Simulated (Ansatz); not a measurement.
CuAu: a run of Ansatz with trial settings.

```yaml
crystal:
  lattice:
    - [2.8, 0.0, 0.0]
    - [0.0, 2.8, 0.0]
    - [0.0, 0.0, 3.67]
  atoms:
    - { symbol: Cu, position: [0.5, 0.5, 0.5] }
    - { symbol: Au, position: [0.0, 0.0, 0.0] }
basis:
  ecutwfc: 420
kpoints:
  mp_grid: { grid: [6, 6, 4] }
hamiltonian:
  xc: pbe
  dispersion: d4
scf:
  occupations: { method: gaussian, width: 0.1 }
output:
  forces: true
  stress: true
  eigenvalues: true
```

Command:

```bash
ansatz run input.yaml --threads 1 --pin off --max-ram 1331MiB --backend cpu --events-out ev --progress --plain --runs-dir out
```

From the log (HF is the Harris–Foulkes energy, dr2 the density residual in eV):

```text
Pseudopotential: Cu, paw, valence charge 19, recommended cutoff 420 eV (normal)
Pseudopotential: Au, paw, valence charge 19, recommended cutoff 420 eV (normal)
Crystal: 2 atoms, lattice volume = 28.773 Å³
Basis set: ecut = 420 eV, 545 PW (Γ), exchange–correlation on 40×40×50 points (8 copies of the dense FFT grid, shifted against one another)
Bands: 23, of which v1, the nominal top of the filled ones, is band 19 counted from 1 (18 counted from 0)
Symmetry: 16 space group operations
Space group: P4/mmm (ITA 123), of the structure as read, at distance tolerance 3.1e-5 Å
k-points: 30 of 144
Initial density: superposition of atomic densities, corrected by the library's trained network
SCF iter   1: HF=-19775.730516 eV  Δρ=1.63e-3  dr2=3.15e-4
SCF iter   2: HF=-19775.731026 eV  Δρ=9.27e-4  dr2=1.31e-4
SCF iter   3: HF=-19775.731112 eV  Δρ=1.82e-4  dr2=1.64e-5
SCF iter   4: HF=-19775.731115 eV  Δρ=1.47e-4  dr2=4.44e-6
SCF iter   5: HF=-19775.731114 eV  Δρ=4.80e-5  dr2=4.22e-7
SCF iter   6: F=-19775.731114 eV  HF=-19775.731114 eV  Δρ=1.37e-5  dr2=4.24e-8
SCF 1 converged in 6 iterations: F = -19775.731114 eV  dr2 = 4.24e-8
SCF converged after 6 iterations
Free energy (F): -19775.731114 eV
E sigma→0 (E₀):  -19775.726622 eV
Entropy (-TS):   -0.008983 eV (-4.492 meV/atom)
Fermi energy:    19.296652 eV
--- Forces (eV/Å), atoms counted from 1 ---
  atom   1  Cu     0.00000000     0.00000000     0.00000000
  atom   2  Au    -0.00000000     0.00000000     0.00000000
--- Stress (GPa, compression-positive) ---
        2.356382       0.000000       0.000000
        0.000000       2.356382       0.000000
        0.000000       0.000000      -1.009525
  P = ⅓ Tr σ = 1.2344 GPa (12.344 kbar)
```

Settings here are deliberately varied, not converged.